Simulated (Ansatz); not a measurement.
# TiTe2 monolayer (1T): modes against uniaxial strain along a, the zigzag direction, with the width clamped, part 2 of 2

Wanted: the shifts of the zone-centre modes of TiTe2 monolayer (1T) with strain.

Ansatz 0.2.0; DFT PBE, scalar-relativistic, plane waves, PAW; PAW set soft_1.

So far, highest optical mode at the zone centre (no LO-TO term) (cm⁻¹): step 5 (zone-centre response at rest) 262; step 7 (strain 5 %) 246.

## 8. Relaxation of a member: uniaxial strain of -3 % along a, the zigzag direction, with the width clamped

The cell takes a uniaxial strain of -3 % along a, the zigzag direction, with the width clamped. The cell is held, and the atoms relax in it.

Contents of input.yaml:

```yaml
crystal:
  lattice:
    - [3.6413682672, 0.0, 0.0]
    - [-1.8206841336, 3.2510488906, 0.0]
    - [0.0, 0.0, 30.424]
  atoms:
    - { symbol: Ti, position: [0.0, 0.0, 0.328687878] }
    - { symbol: Te, position: [0.3317039988, 0.6634079976, 0.3865000725] }
    - { symbol: Te, position: [0.6682960012, 0.3365920024, 0.2708756835] }
  periodic: [true, true, false]
kpoints:
  mp_grid: { grid: [12, 12, 1] }
hamiltonian:
  xc: pbe
  pseudopotentials: { kind: paw, azcp: { folder: soft_1 } }
scf:
  occupations: { method: methfessel_paxton, width: 0.2 }
output:
  forces: true
  stress: true
  eigenvalues: true
relax:
  adjacent_minimum: "off"
  f_tol: 0.001
  max_steps: 60
```

The run is started by

```sh
$ ansatz run input.yaml --threads 8 --pin off --max-ram 16384MiB --backend cpu --events-out ev --progress --plain --runs-dir out
```

It took 6.8 s on 8 threads of AMD EPYC 9B45 (Zen 5), shared host; peak memory 1.1 GiB; 49 s of CPU time.

The steps of the relaxation:

| step | energy less that of the first step (eV) | largest force component (eV/Å) |
| --- | --- | --- |
| 1 | 0.0000 | 0.0762 |
| 2 | 0.0008 | 0.1134 |
| 3 | -0.0008 | 0.0029 |
| 4 | -0.0008 | 0.0013 |
| 5 | -0.0008 | 0.0000 |

Relaxation step 2 was tried and not accepted.

Forces are held to the 4 operations that the run works with; a distortion that breaks them can't arise in this run.

Final coordinates:

```cif
data_structure
_symmetry_space_group_name_H-M 'P 1'
_symmetry_Int_Tables_number 1
_cell_length_a 3.6414
_cell_length_b 3.7262
_cell_length_c 30.4240
_cell_angle_alpha 90.000
_cell_angle_beta 90.000
_cell_angle_gamma 119.250
_cell_volume 360.17
loop_
_atom_site_label
_atom_site_type_symbol
_atom_site_fract_x
_atom_site_fract_y
_atom_site_fract_z
_atom_site_occupancy
Ti1 Ti 0.00000 0.00000 0.32869 1
Te2 Te 0.33092 0.66183 0.38678 1
Te3 Te 0.66908 0.33817 0.27059 1
```

Numbers from this step:

* area per atom: 3.946 Å²

The largest force component left is 0.034 meV/Å.

## 9. Modes of this member: uniaxial strain of -3 % along a, the zigzag direction, with the width clamped

The zone-centre modes follow for uniaxial strain of -3 % along a, the zigzag direction, with the width clamped.

input.yaml, the sections that differ from step 8:

```yaml
crystal:
  lattice:
    - [3.6413682672, 0.0, 0.0]
    - [-1.8206841336, 3.2510488906, 0.0]
    - [0.0, 0.0, 30.424]
  atoms:
    - { symbol: Ti, position: [0.0, 0.0, 0.328687878] }
    - { symbol: Te, position: [0.3309165446, 0.6618330892, 0.3867815929] }
    - { symbol: Te, position: [0.6690834554, 0.3381669108, 0.2705941631] }
  periodic: [true, true, false]
output:
  eigenvalues: true
phonons:
  method: dfpt
# kpoints, hamiltonian, scf: as in step 8
# relax: removed
```

It took 25 s on 8 threads; peak memory 2 GiB.

Numbers from this step:

* sum-rule residual before enforcement: 8.62e-5 eV/Å²
* highest optical mode at the zone centre (no LO-TO term): 270.6 cm⁻¹
* lowest optical zone-centre mode: 91.71 cm⁻¹

Patterns of degenerate modes are one choice out of their space. Modes at Γ, with each element's share of the kinetic energy:

| mode | frequency (cm⁻¹) | symmetry | Ti % | Te % |
| --- | --- | --- | --- | --- |
| 1 | 0.0 | acoustic | 16 | 84 |
| 2 | 0.0 | acoustic | 16 | 84 |
| 3 | 0.0 | acoustic | 16 | 84 |
| 4 | 91.7 | Ag | 0 | 100 |
| 5 | 92.0 | Bg | 0 | 100 |
| 6 | 136.1 | Ag | 0 | 100 |
| 7 | 160.7 | Au | 84 | 16 |
| 8 | 170.9 | Bu | 84 | 16 |
| 9 | 270.6 | Bu | 84 | 16 |

Displacements in mode 4 (91.7 cm⁻¹), the largest set to 1:
```
Ti1  0.00  0.00  0.00
Te2  0.00  1.00  0.05
Te3  0.00 -1.00 -0.05
```

Displacements in mode 9 (270.6 cm⁻¹), the largest set to 1:
```
Ti1  0.00 -0.06  1.00
Te2  0.00  0.01 -0.19
Te3  0.00  0.01 -0.19
```

The lowest optical mode is real, 91.7 cm⁻¹, and the highest lies at 270.6 cm⁻¹.

For the highest optical mode at the zone centre (no LO-TO term), step 5 gave 262 cm⁻¹; this run, with strain -3 %, gives 271 cm⁻¹ (+3 %).

## 10. All members side by side

The members are set side by side, also those not shown above.

Energies are extrapolated to zero smearing, and E0 is that at rest; the cell is clamped and the atoms are relaxed; all runs use 12×12×1 k points and Methfessel-Paxton smearing of 0.2 eV. State of the crystal along the series:

| strain (%) | E - E0 (meV/atom) |
| --- | --- |
| -3 | 5.113 |
| -2 | 2.274 |
| -1 | 0.5764 |
| 0 | 0 |
| 1 | 0.5641 |
| 2 | 2.25 |
| 3 | 4.995 |
| 4 | 8.725 |
| 5 | 13.4 |

Optical modes are counted from below at rest and tracked from member to member by their patterns, and modes that stay within 0.3 cm⁻¹ of each other stand once; labels, where given, are those at rest, then, where named, those of the strained cell; the cell is clamped and the atoms are relaxed; all runs use 12×12×1 k points and Methfessel-Paxton smearing of 0.2 eV. Optical modes along the series:

| strain (%) | optical mode 1 Eg to Bg single part (cm⁻¹) | optical mode 2 Eg to Ag single part (cm⁻¹) | optical mode 3 A1g to Ag (cm⁻¹) | optical mode 4 Eu to Bu single part (cm⁻¹) | optical mode 5 Eu to Au single part (cm⁻¹) | optical mode 6 A2u to Bu (cm⁻¹) |
| --- | --- | --- | --- | --- | --- | --- |
| -3 | 91.99 | 91.71 | 136.1 | 170.9 | 160.7 | 270.6 |
| -2 | 92.07 | 91.9 | 135.3 | 166 | 160.6 | 267.7 |
| -1 | 92.15 | 92.06 | 134.6 | 160.6 | 158.3 | 264.8 |
| 0 | 92.21 | 92.21 | 134 | 155.1 | 155.1 | 261.8 |
| 1 | 92.24 | 92.36 | 133.4 | 149.8 | 151.4 | 258.7 |
| 2 | 92.19 | 92.5 | 132.7 | 144.7 | 147.6 | 255.5 |
| 3 | 92.04 | 92.64 | 131.9 | 139.9 | 144.1 | 252.3 |
| 4 | 91.78 | 92.78 | 131.2 | 135.4 | 141.4 | 249.1 |
| 5 | 91.43 | 92.89 | 130.5 | 131.4 | 139.7 | 245.9 |

Value and slope at zero strain of a cubic (a lower polynomial where under five rows exist) through the rows within 2 % of rest. Slopes at rest:

| mode | frequency (cm⁻¹) | shift per percent of strain (cm⁻¹) |
| --- | --- | --- |
| optical mode 1 Eg to Bg single part | 92.2 | 0.05 |
| optical mode 2 Eg to Ag single part | 92.2 | 0.15 |
| optical mode 3 A1g to Ag | 134 | -0.6 |
| optical mode 4 Eu to Bu single part | 155.1 | -5.42 |
| optical mode 5 Eu to Au single part | 155.1 | -3.49 |
| optical mode 6 A2u to Bu | 261.8 | -3.04 |

## 11. What came out

| Quantity | Value |
| --- | --- |
| members | 9 |
| highest optical mode at the zone centre (no LO-TO term), at rest | 261.8 cm⁻¹ |
| optical mode 3 A1g to Ag, shift per percent | -0.60 cm⁻¹ |
| optical mode 4 Eu to Bu single part, shift per percent | -5.42 cm⁻¹ |
| optical mode 5 Eu to Au single part, shift per percent | -3.49 cm⁻¹ |
| optical mode 6 A2u to Bu, shift per percent | -3.04 cm⁻¹ |

The strain lowers the symmetry: the level at 155.1 cm⁻¹ splits, into 131.4 and 139.7 cm⁻¹ at +5 %. The fastest shift in the table of slopes is -5.4 cm⁻¹ for each percent (optical mode 4 Eu to Bu single part). The width is clamped, so the contraction across the strain that a free sheet shows is left out. These are harmonic frequencies at zero temperature: anharmonic shifts, linewidths and thermal expansion are left out. Spin-orbit coupling is left out, which can matter for the heavy elements here. With no gap, or one that is small against the smearing, the frequencies hang on the k mesh and the smearing, most of all near Kohn anomalies. A semilocal functional can close a gap that the real compound would have, so the metallic treatment may be an artefact of the level. The starting cell was built on a prototype and not taken from a measurement. Only the zone centre was solved, so an instability at another wavevector cannot show here.

[Logs are printed without paths, hosts, clocks, repeated set-up lines and the standing remarks that a program may print on its own settings, such as how far it seeks lower states.]

[Hosts, paths, dates, database ids (printed as entryN), source tags and the programs' standing remarks are cut or masked in the printed files.]
